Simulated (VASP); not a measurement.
Input of a VASP 6.6.1 run:

File INCAR:

```
SYSTEM = CuI
ALGO = Normal
EDIFF = 1E-6
ENCUT = 520
GGA = PE
ISIF = 2
ISMEAR = 0
ISPIN = 2
LASPH = .TRUE.
LCHARG = .FALSE.
LMAXMIX = 4
LORBIT = 11
LREAL = .FALSE.
LWAVE = .FALSE.
MAGMOM = 1 0
NBANDS = 20
NELM = 150
PREC = Accurate
SIGMA = 0.1
```

KPOINTS

```
k-points
0
G
  6 6 6
  0 0 0
```

The input POSCAR:

```
CuI
1.0
    0.0000000000      2.8620890000      2.8620890000
    2.8620890000      0.0000000000      2.8620890000
    2.8620890000      2.8620890000      0.0000000000
Cu I
1 1
Direct
    0.0000000000      0.0000000000      0.0000000000
    0.5000000000      0.5000000000      0.5000000000
```

Potentials or basis: VASP PAW PBE potentials, release 64 (Cu, I).

Command:

```bash
$ cat potpaw_PBE.64/Cu/POTCAR potpaw_PBE.64/I/POTCAR > POTCAR
$ mpirun -np 1 vasp_std > vasp.out
```

What does it give for the net moment?

0.00 μB per cell.

Predict the band gap on the k mesh.

none (metal or under the smearing width).

Caveat: semilocal functionals often make such compounds metallic where correlation or magnetic order opens a gap, which also shifts bond lengths. Spin-orbit coupling is left out, which matters for the levels of I.
